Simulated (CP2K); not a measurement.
Runs of CP2K 2026.2 on CdSe. It takes space group F-43m (No. 216, cubic). The conventional cell has a = 6.141 Å, b = 6.141 Å, c = 6.141 Å, α = 90.00°, β = 90.00°, γ = 90.00°. Cd (site symmetry -43m) has 4 Se at 2.66 Å as nearest neighbours. Se (site symmetry -43m) is surrounded by 4 Cd at 2.66 Å. Measurements of this composition are mostly on another form, of space group No. 186.

```csv
level,cutoff of the non-local correlation (Ry),gap on the mesh (eV),pressure (GPa)
optB88-vdW,300,(c),1.7
TASK,-,(b),0.7
PBEsol,-,(a),-0.4
BEEF-vdW,300,0.68,(d)
vdW-DF2,300,0.52,5.6
LDA,-,0.26,-1.6
```

Alike in all rows: task atomic charges; potentials or basis POTENTIAL_UZH Cd GTH-PBE-q12, Se GTH-PBE-q6; TZVP-MOLOPT-PBE-GTH basis; no spin polarisation; cell as given; k mesh 8 × 8 × 8; smearing fermi-dirac 0.05 eV.

Q: Fill in the values left out.

A: (a) 0.39; (b) 0.96; (c) 0.47; (d) 2.9.

Caveats: the potentials were made for another functional, which shifts forces and pressure; the basis of atomic orbitals isn't converged, which shifts pressures, moduli and gaps.

A k mesh can miss the band edges, and the runs leave out spin-orbit coupling on Cd, Se.

Runs at the PBE level aren't shown here.
